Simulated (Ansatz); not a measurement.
Here is an unrelaxed guess for Ti.

```xyz
2
Lattice="1.6471 -2.3366 0.0000 1.6471 2.3366 0.0000 0.0000 0.0000 4.5925" Properties=species:S:1:pos:R:3 pbc="T T T"
Ti    1.6471    1.1683    1.2867
Ti    1.6471   -1.1683    3.3059
```

The calculation used Ansatz 0.2.0, DFT PBE, scalar-relativistic, plane waves, PAW. Plane waves to 420 eV, a k mesh through Γ of 6×6×4 on the computed 2-atom cell and Gaussian smearing (0.10 eV); no spin polarisation.

Energies count from the standard state of Ti at the same level.

Question: How far from equilibrium is it?

Answer: The pressure is -0.2 GPa (the mean over three directions, positive in compression), the largest force is 0.62 eV/Å, and the energy is +0.17 eV/atom against the standard state. The shortest distance is 2.61 Å.

Question: Is it a good guess?

Answer: A fair one: relaxing gains about 0.11 eV/atom (the start's value is from the coarse mesh, so the gain is rough) in 19 ionic steps and ends at +0.06 eV/atom on the finer mesh. The symmetry goes from Cmme (No. 67) to Fm-3m (No. 225), and the primitive cell from 2 to 1 atom. The end has the fcc type. The volume per atom shrinks by 1.7 %, from 17.7 to 17.4 Å³. The shortest distance goes from 2.61 Å (Ti–Ti) to 2.91 Å (Ti–Ti). Conventional cell: a = 4.112 Å. Around Ti lie 12 Ti at 2.91 Å.

The last run used a 26×26×26 mesh for its 1-atom cell and Gaussian smearing of 0.10 eV. The relaxation can't lower the symmetry of the start, and the grade says only how near the guess is to its own end. A later test with randomly moved atoms came back to the same energy, though modes that don't fit the test's cell weren't probed.
